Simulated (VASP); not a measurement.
## VASP 6.6.1, PBE single-point calculation, NaH (strained rocksalt)

INCAR

```
LASPH = .TRUE.
NSW = 0
SIGMA = 0.02
GGA = PE
EDIFF = 1E-7
NBANDS = 11
LREAL = .FALSE.
IBRION = -1
ISIF = 2
ISMEAR = -1
PREC = Accurate
LWAVE = .FALSE.
LCHARG = .FALSE.
NELM = 120
ENCUT = 520
```

KPOINTS

```
KPOINTS created by Atomic Simulation Environment
0
Gamma
10 10 10
0 0 0
```

KPOINTS_OPT

```
special points
8
Reciprocal
0.0000000000 0.0000000000 0.0000000000 1
0.5000000000 0.0000000000 0.5000000000 1
0.6250000000 0.2500000000 0.6250000000 1
0.3750000000 0.3750000000 0.7500000000 1
0.5000000000 0.5000000000 0.5000000000 1
0.5000000000 0.2500000000 0.7500000000 1
0.3567710000 -0.5000000000 -0.1432290000 1
0.0000000000 0.0000000000 0.5000000000 1
```

POSCAR

```
Na H
 1.0000000000000000
     0.0000000000000000    2.5173879028999999    2.3417644326999998
     2.5173879028999999    0.0000000000000000    2.3417644326999998
     2.5173879028999999    2.5173879028999999    0.0000000000000000
 Na  H
   1   1
Cartesian
  0.0000000000000000  0.0000000000000000  0.0000000000000000
  2.5173879028999999  2.5173879028999999  2.3417644326999998
```

VASP ran with the recommended PBE PAW datasets (8 valence electrons in the cell).

Command

```
mpirun -np 1 vasp_std
```

OSZICAR

```
N       E                     dE             d eps       ncg     rms          rms(c)
DAV:   1     0.383529314902E+02    0.38353E+02   -0.45263E+03  2268   0.738E+02
DAV:   2    -0.411522217613E+01   -0.42468E+02   -0.41580E+02  2348   0.195E+02
DAV:   3    -0.549348621750E+01   -0.13783E+01   -0.13761E+01  2692   0.336E+01
DAV:   4    -0.550333138163E+01   -0.98452E-02   -0.98443E-02  2611   0.290E+00
DAV:   5    -0.550342152960E+01   -0.90148E-04   -0.90147E-04  2583   0.284E-01    0.317E+00
DAV:   6    -0.515955480603E+01    0.34387E+00   -0.34918E-01  2600   0.270E+00    0.145E+00
DAV:   7    -0.506931309405E+01    0.90242E-01   -0.33596E-01  2547   0.210E+00    0.360E-01
DAV:   8    -0.507455891391E+01   -0.52458E-02   -0.10907E-02  2463   0.937E-01    0.732E-02
DAV:   9    -0.507443658883E+01    0.12233E-03   -0.13200E-03  2726   0.363E-01    0.231E-02
DAV:  10    -0.507442395494E+01    0.12634E-04   -0.71445E-05  2535   0.525E-02    0.471E-03
DAV:  11    -0.507442769366E+01   -0.37387E-05   -0.72463E-06  2524   0.118E-02    0.331E-03
DAV:  12    -0.507442734955E+01    0.34411E-06   -0.25920E-07  2638   0.342E-03    0.312E-04
DAV:  13    -0.507442736055E+01   -0.11000E-07   -0.57245E-09  1446   0.591E-04
   1 F= -.50744274E+01 E0= -.50744274E+01  d E =-.135849E-10
       N       E                     dE             ncg
DAV:   1     0.973768754442E+01   -0.29305E+04      176
DAV:   2    -0.340466459305E+03   -0.35020E+03      182
DAV:   3    -0.350511331884E+03   -0.10045E+02      211
DAV:   4    -0.350572275136E+03   -0.60943E-01      203
DAV:   5    -0.350572899345E+03   -0.62421E-03      196
DAV:   6    -0.350572908999E+03   -0.96548E-05      203
DAV:   7    -0.350572909168E+03   -0.16832E-06      202
DAV:   8    -0.350572909171E+03   -0.31746E-08      149
```

From OUTCAR

```
k-points           NKPTS =    102   k-points in BZ     NKDIM =    102   number of bands    NBANDS=     11

   NELECT =       8.0000    total number of electrons

   dimension x,y,z NGX =    28 NGY =   28 NGZ =   28
   dimension x,y,z NGXF=    56 NGYF=   56 NGZF=   56

  energy-cutoff  :      520.00
  volume of cell :       29.68
      direct lattice vectors                 reciprocal lattice vectors
     0.000000000  2.517387903  2.341764433    -0.198618576  0.198618576  0.213514217
     2.517387903  0.000000000  2.341764433     0.198618576 -0.198618576  0.213514217
     2.517387903  2.517387903  0.000000000     0.198618576  0.198618576 -0.213514217

 k-points in reciprocal lattice and weights: KPOINTS created by Atomic Simulation Env
   0.00000000  0.00000000  0.00000000       0.001
   0.10000000 -0.00000000  0.00000000       0.008
   0.20000000 -0.00000000  0.00000000       0.008
   0.30000000 -0.00000000  0.00000000       0.008
   0.40000000 -0.00000000  0.00000000       0.008
   0.50000000 -0.00000000  0.00000000       0.004
   0.10000000  0.10000000  0.00000000       0.002
   0.20000000  0.10000000  0.00000000       0.008
   ...

 E-fermi :  -0.8036

 k-point     1 :       0.0000    0.0000    0.0000
  band No.  band energies     occupation
      1     -23.4632      2.00000
      2     -23.4631      2.00000
      3     -23.4385      2.00000
      4      -4.7447      2.00000
      5       8.6459      0.00000
      6      13.8915      0.00000
      7      13.8915      0.00000
      8      14.2401      0.00000
      9      14.7150      0.00000
     10      14.7150      0.00000
     11      14.7510      0.00000

 k-point     2 :       0.1000   -0.0000    0.0000
  band No.  band energies     occupation
      1     -23.4684      2.00000
      2     -23.4644      2.00000
      3     -23.4415      2.00000
      4      -4.5789      2.00000
      5       8.1390      0.00000
      6      11.8885      0.00000
      7      13.1707      0.00000
      8      13.5443      0.00000
      9      15.4764      0.00000
     10      15.4816      0.00000
     11      15.6662      0.00000

 k-point     3 :       0.2000   -0.0000    0.0000
  band No.  band energies     occupation
      1     -23.4850      2.00000
      2     -23.4678      2.00000
      3     -23.4462      2.00000
      4      -4.0972      2.00000
      5       6.6625      0.00000
      6      10.3386      0.00000
      7      12.3678      0.00000
      8      12.9565      0.00000
      9      15.3982      0.00000
     10      16.3086      0.00000
     11      16.5375      0.00000

 k-point     4 :       0.3000   -0.0000    0.0000
  band No.  band energies     occupation
      1     -23.5079      2.00000
      2     -23.4720      2.00000
      3     -23.4496      2.00000
      4      -3.3587      2.00000
      5       4.7676      0.00000
      6       9.5775      0.00000
      7      11.7804      0.00000
      8      12.5644      0.00000
      9      14.6599      0.00000
     10      15.9736      0.00000
     11      17.2612      0.00000

 k-point     5 :       0.4000   -0.0000    0.0000
  band No.  band energies     occupation
      1     -23.5268      2.00000
      2     -23.4754      2.00000
      3     -23.4517      2.00000
      4      -2.5312      2.00000
      5       3.1385      0.00000
      6       9.2164      0.00000
      7      11.4250      0.00000
      8      12.3436      0.00000
      9      14.1488      0.00000
     10      15.5061      0.00000
     11      17.2421      0.00000

 k-point     6 :       0.5000   -0.0000    0.0000
  band No.  band energies     occupation
      1     -23.5341      2.00000
      2     -23.4767      2.00000
      3     -23.4524      2.00000
      4      -2.0942      2.00000
      5       2.4237      0.00000
      6       9.1072      0.00000
      7      11.3060      0.00000
      8      12.2722      0.00000
      9      13.9739      0.00000
     10      15.3395      0.00000
     11      17.1182      0.00000

 k-point     7 :       0.1000    0.1000    0.0000
  band No.  band energies     occupation
      1     -23.4663      2.00000
      2     -23.4663      2.00000
      3     -23.4465      2.00000
      4      -4.5015      2.00000
      5       8.0805      0.00000
      6      12.1440      0.00000
      7      12.1440      0.00000
      8      12.4354      0.00000
      9      15.1703      0.00000
     10      16.9718      0.00000
     11      16.9718      0.00000

 k-point     8 :       0.2000    0.1000    0.0000
  band No.  band energies     occupation
      1     -23.4775      2.00000
      2     -23.4701      2.00000
      3     -23.4523      2.00000
      4      -4.1065      2.00000
      5       7.0857      0.00000
      6      10.1993      0.00000
      7      11.3587      0.00000
      8      13.0628      0.00000
      9      14.8872      0.00000
     10      17.2458      0.00000
     11      17.2639      0.00000

 k-point     9 :       0.3000    0.1000    0.0000
  band No.  band energies     occupation
      1     -23.4996      2.00000
      2     -23.4745      2.00000
      3     -23.4545      2.00000
      4      -3.4397      2.00000
      5       5.3789      0.00000
      6       9.0707      0.00000
      7      10.8517      0.00000
      8      13.9276      0.00000
      9      14.0900      0.00000
     10      16.2865      0.00000
     11      16.9938      0.00000

 k-point    10 :       0.4000    0.1000    0.0000
  band No.  band energies     occupation
      1     -23.5201      2.00000
      2     -23.4777      2.00000
      3     -23.4562      2.00000
      4      -2.6286      2.00000
      5       3.6760      0.00000
      6       8.5357      0.00000
      7      10.6344      0.00000
      8      13.1913      0.00000
      9      14.4204      0.00000
     10      15.4595      0.00000
     11      17.9119      0.00000

 k-point    11 :       0.5000    0.1000    0.0000
  band No.  band energies     occupation
      1     -23.5308      2.00000
      2     -23.4785      2.00000
      3     -23.4575      2.00000
      4      -2.0397      2.00000
      5       2.6579      0.00000
      6       8.3150      0.00000
      7      10.7143      0.00000
      8      12.5755      0.00000
      9      14.5567      0.00000
     10      14.9053      0.00000
     11      18.8344      0.00000

 k-point    12 :      -0.4000    0.1000    0.0000
  band No.  band energies     occupation
      1     -23.5280      2.00000
      2     -23.4767      2.00000
      3     -23.4575      2.00000
      4      -2.2461      2.00000
      5       2.9675      0.00000
      6       8.3189      0.00000
      7      11.0981      0.00000
      8      12.2591      0.00000
      9      14.6324      0.00000
     10      14.8221      0.00000
     11      19.1197      0.00000

 k-point    13 :      -0.3000    0.1000    0.0000
  band No.  band energies     occupation
      1     -23.5137      2.00000
      2     -23.4729      2.00000
      3     -23.4552      2.00000
      4      -3.0119      2.00000
      5       4.3414      0.00000
      6       8.5627      0.00000
      7      11.7874      0.00000
      8      12.2371      0.00000
      9      14.6163      0.00000
     10      15.3644      0.00000
     11      18.7193      0.00000

 k-point    14 :      -0.2000    0.1000    0.0000
  band No.  band energies     occupation
      1     -23.4943      2.00000
      2     -23.4685      2.00000
      3     -23.4504      2.00000
      4      -3.7823      2.00000
      5       6.0550      0.00000
      6       9.2098      0.00000
      7      12.4438      0.00000
      8      12.7701      0.00000
      9      14.7235      0.00000
     10      15.9415      0.00000
     11      17.2927      0.00000

 k-point    15 :      -0.1000    0.1000    0.0000
  band No.  band energies     occupation
      1     -23.4779      2.00000
      2     -23.4653      2.00000
      3     -23.4442      2.00000
      4      -4.3308      2.00000
      5       7.4348      0.00000
      6      10.5810      0.00000
      7      12.7463      0.00000
      8      13.9484      0.00000
      9      14.3607      0.00000
     10      15.5863      0.00000
     11      16.6945      0.00000

 k-point    16 :       0.2000    0.2000    0.0000
  band No.  band energies     occupation
      1     -23.4745      2.00000
      2     -23.4745      2.00000
      3     -23.4663      2.00000
      4      -3.8095      2.00000
      5       6.8215      0.00000
      6      10.5425      0.00000
      7      10.5425      0.00000
      8      10.5701      0.00000
      9      14.7563      0.00000
     10      17.1874      0.00000
     11      19.0176      0.00000

 ...

  Total       -0.2915339     -0.2915339      0.0664962      0.0000000      0.0000000      0.0000000
  in kB      -15.7371509    -15.7371509      3.5894990      0.0000000      0.0000000      0.0000000
  external PRESSURE =      -9.2949342 kB  Pullay stress =       0.0000000 kB

 POSITION                                       TOTAL-FORCE (eV/Angst)
 -----------------------------------------------------------------------------------
      0.00000      0.00000      0.00000         0.000000      0.000000     -0.000000
      2.51739      2.51739      2.34176         0.000000      0.000000      0.000000
 -----------------------------------------------------------------------------------
    total drift:                               -0.000000     -0.000000     -0.000000

  FREE ENERGIE OF THE ION-ELECTRON SYSTEM (eV)
  ---------------------------------------------------
  free  energy   TOTEN  =        -5.0744273605 eV

  energy  without entropy=       -5.0744273605  energy(sigma->0) =       -5.07442736
```

```
gap between bands v and c : 3.62 eV
least direct gap          : 4.52 eV
pressure                  : -0.9 GPa
```

Band v is the last that the valence electrons fill when counted band by band, and c is the next.

The run took about 29 s on one core of a shared host (Intel Xeon Platinum 8488C) and held 0.19 GiB at most.
